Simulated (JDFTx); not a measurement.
# GaCo: equation of state with PBE

Crystal: GaCo.

```
Ga Co
1.0
     2.87800    0.00000    0.00000
     0.00000    2.87800    0.00000
     0.00000    0.00000    2.87800
Ga Co
1 1
Cartesian
  1.4390 1.4390 1.4390
  0.0000 0.0000 0.0000
```

```yaml
Program: JDFTx 1.7.0 (patched build)
Task: equation of state
Functional: PBE
Potentials_or_basis: PseudoDojo-SR-PBE-0.5-standard
Cutoff: 1306 eV
Density_cutoff: 10449 eV
k_mesh: 9 × 9 × 9
Occupations: fermi-dirac, width 0.05 eV
Spin: collinear spin, ferromagnetic start
Starting_moments: "[0.0, 2.0] μB"
Density_cutoff_over_wavefunction_cutoff: 8
Max_SCF_steps: 100
SCF_threshold_on_the_energy: 1e-09 Ha
Solver_of_the_electrons: scf
```

The equilibrium volume is 11.99 Å³/atom and the bulk modulus is 175 GPa. The pressure derivative of the bulk modulus is 5.0.

Energy against volume, from the lowest point:
```
volume (Å³/atom)  energy (meV/atom)
          11.204              31.74
          11.442              14.62
          11.681               4.28
          11.919               0.00
          12.157               1.10
          12.396               6.98
          12.634              17.02
```

PBE usually gives volumes a little too large and moduli too small. Zero-point motion and thermal expansion aren't in these numbers.
